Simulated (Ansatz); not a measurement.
Input and command of a plane-wave DFT calculation in Ansatz:

```yaml
crystal:
  lattice:
    - [4.836962, 0.0, 0.0]
    - [0.0, 4.836962, 0.0]
    - [0.0, 0.0, 4.836962]
  atoms:
    - { symbol: In, position: [0.5, 0.5, 0.0] }
    - { symbol: In, position: [0.5, 0.0, 0.5] }
    - { symbol: In, position: [0.0, 0.5, 0.5] }
    - { symbol: Sb, position: [0.0, 0.0, 0.0] }
basis:
  ecutwfc: 700
kpoints:
  mp_grid: { grid: [10, 10, 10] }
hamiltonian:
  xc: r2scan
scf:
  occupations: { method: gaussian, width: 0.1 }
output:
  forces: true
  stress: true
  eigenvalues: true
```

```bash
ansatz run input.yaml --threads 1 --pin off --max-ram 2560MiB --backend cpu --events-out ev --progress --plain --runs-dir out
```

Processor: Intel(R) Xeon(R) Processor @ 2.50GHz (Skylake/Cascade Lake), 1 thread, on a host shared with other jobs.

Question: How long does it run, and how much memory does it take?

Answer: About 96 s on 1 thread of Intel(R) Xeon(R) Processor @ 2.50GHz (Skylake/Cascade Lake) (shared host), peak memory 1 GiB. It solves 33 bands at 56 k points (the mesh reduced by symmetry) with about 4729 plane waves, in 8 SCF iterations.
